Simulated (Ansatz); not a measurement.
**Elastic constants of Pt at 7 GPa (stress–strain coefficients): input and output**

Method: DFT PBE, scalar-relativistic, plane waves, PAW (Ansatz).

Launched with:
```bash
ansatz run input.yaml --threads 1 --pin off --max-ram 3072MiB --backend cpu --events-out ev --progress --plain --runs-dir out
```

Input (bare energies are in eV):
```yaml
crystal:
  lattice:
    - [2.7516366334, 0.0, 0.0]
    - [-1.3758183167, 2.3829872265, 0.0]
    - [0.0, 0.0, 4.6876992346]
  atoms:
    - { symbol: Pt, position: [0.6666666667, 0.3333333333, 0.75] }
    - { symbol: Pt, position: [0.3333333333, 0.6666666667, 0.25] }
basis:
  ecutwfc: 420
kpoints:
  mp_grid: { grid: [18, 18, 10] }
hamiltonian:
  xc: pbe
scf:
  occupations: { method: fermi_dirac, width: 0.15 }
output:
  forces: true
  stress: true
  eigenvalues: true
elastic:
  mode: relaxed_ion
  amplitude: 0.005
```

From the output:
```
--- Elastic constants: 3 strain directions × 4 members + reference (group order 24) ---
  dense FFT box of the reference and of every strained cell: 20×20×32
  strains applied: 11, 33, 23; error gains: componentwise 1.00 (the most a stress slope's error grows in a printed constant), spectral 1.41 (1 for all six strains in a standard setting)
  C = ∂σ_k/∂η_j (tension-positive GPa; Voigt order 11 22 33 23 13 12):
       421.854    222.919    205.486     -0.000     -0.000     -0.000
       222.919    421.854    205.486      0.000      0.000     -0.000
       205.470    205.470    385.150     -0.000     -0.000     -0.000
        -0.000      0.000     -0.000     31.766     -0.000     -0.000
        -0.000     -0.000      0.000     -0.000     31.766      0.000
         0.000     -0.000     -0.000     -0.000     -0.000     99.467
  reference stress σ⁰ (GPa):     -7.016     -7.016     -7.002      0.000      0.000     -0.000
  C* (energy form; C + prestress term) asymmetry max|C*_kj − C*_jk| = 2.386e-3 GPa — a small one proves nothing (zero by symmetry where the batch's group is 432, −43m or m−3m); a large one is finite-difference/SCF noise where every solve ...
  moduli (Voigt/Reuss/Hill, GPa): K = 277.40/276.30/276.85   G = 72.27/53.63/62.95   E = 175.55   ν = 0.394
  mechanically stable: yes (min eigenvalue of sym C = 31.77 GPa)
  harmonic check of the ions' relaxations: strain 23: 1 pair too noisy to judge
  the stresses are not corrected for the forces that the relaxations left standing (`elastic.f_tol`)
  strain η (Voigt 11):  stress-route row diagonal C_11 = 421.85 GPa, energy-path curvature d²(F+E_count+ΔE)/dδ²/Ω₀ = 421.82 GPa
    cells at ±δ against ±2δ: C11 422.12 and 422.91 GPa, apart by 0.19 % of the column's largest entry
         δ    σ_11 (GPa) F (eV) n_scf n_hpsi n_pw
    -1.000e-2     -11.5331      -25046.0089040      11  223942    616   relax 5 steps, max|allowed force component| 1.38e-6 eV/Å
    -5.000e-3      -9.1989      -25046.0188346      11  223768    618   relax 4 steps, max|allowed force component| 2.01e-5 eV/Å
     5.000e-3      -4.9777      -25046.0323417      11  223703    624   relax 3 steps, max|allowed force component| 2.08e-5 eV/Å
     1.000e-2      -3.0750      -25046.0361949      11  223725    624   relax 4 steps, max|allowed force component| 4.89e-5 eV/Å
  strain η (Voigt 33):  stress-route row diagonal C_33 = 385.15 GPa, energy-path curvature d²(F+E_count+ΔE)/dδ²/Ω₀ = 385.12 GPa
    cells at ±δ against ±2δ: C13 205.57 and 205.81 GPa, apart by 0.06 % of the column's largest entry
         δ    σ_33 (GPa) F (eV) n_scf n_hpsi n_pw
    -1.000e-2     -11.0117      -25046.0093698       9   97893    612   relax 0 steps, max|allowed force component| 2.31e-17 eV/Å
    -5.000e-3      -8.9677      -25046.0189462       4   71473    614   relax 0 steps, max|allowed force component| 9.25e-17 eV/Å
     5.000e-3      -5.1160      -25046.0324072       4   66645    622   relax 0 steps, max|allowed force component| 3.70e-17 eV/Å
     1.000e-2      -3.3070      -25046.0364428       8   86171    628   relax 0 steps, max|allowed force component| 5.55e-17 eV/Å
  strain η (Voigt 23):  stress-route row diagonal C_44 = 31.77 GPa, energy-path curvature d²(F+E_count+ΔE)/dδ²/Ω₀ = 35.25 GPa
    cells at ±δ against ±2δ: C44 31.71 and 31.55 GPa, apart by 0.52 % of the column's largest entry
         δ    σ_23 (GPa) F (eV) n_scf n_hpsi n_pw
    -1.000e-2      -0.3155      -25046.0262636      11  354948    620   relax 5 steps, max|allowed force component| 1.62e-6 eV/Å
    -5.000e-3      -0.1586      -25046.0265149      11  355007    620   relax 3 steps, max|allowed force component| 4.44e-6 eV/Å
     5.000e-3       0.1586      -25046.0265149      11  354994    620   relax 4 steps, max|allowed force component| 3.65e-5 eV/Å
     1.000e-2       0.3155      -25046.0262636      11  354935    620   relax 5 steps, max|allowed force component| 1.62e-6 eV/Å
```

It took 15 min on 1 thread of Arm Neoverse V1 (shared host), peak memory 0.74 GiB.

In a metal, frequencies and elastic constants depend on the k mesh and the smearing, soft modes and shear constants most. Spin–orbit coupling is left out, which can shift energies with elements as heavy as these. Other phases may be more stable at this pressure.

This form isn't the element's structure at ambient conditions.